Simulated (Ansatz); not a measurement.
**BeO, carrier doping**

Start from BeO in the wurtzite structure (space group P6_3mc, No. 186).

```xyz
4
Lattice="2.6905 0.0000 0.0000 -1.3452 2.3300 0.0000 0.0000 0.0000 4.3699" Properties=species:S:1:pos:R:3 pbc="T T T"
Be     1.3452     0.7767     0.0063
Be     0.0000     1.5534     2.1913
O      1.3452     0.7767     2.7257
O      0.0000     1.5534     0.5408
```

Carriers are added at fixed cell with a uniform background; the Fermi–Dirac width is that of 300 K.

Level of theory: r2SCAN/PAW in Ansatz (a quantum-chemistry and plane-wave program), without spin-orbit coupling.

Notes on the quantities. Fermi level from band edge: Fermi level relative to the doped band's edge (positive inside the band; to 0.05 eV).

| electron density (10^21 cm⁻³) | Fermi level from band edge (eV) |
|---|---|
| 1.5 | 0.70 |
| 5 | 1.25 |
| 7 | ? |
| 10 | 1.50 |

**Question.** Fit E_F = C n^s, fitted as a line in log–log form (a parabolic band gives s = 2/3) to the rows shown and predict the withheld row.

**Answer.** Least squares on the printed values gives C = 0.61 eV, s = 0.41 (largest residual 0.08 eV); this predicts 1.35 eV, and the run gives 1.40 eV, in agreement.

Carriers are added with a uniform compensating background; total energy and stress of such cells depend on the potential's zero and are not compared; many-body gap narrowing is missing at this level. Stability against distortions was not tested.
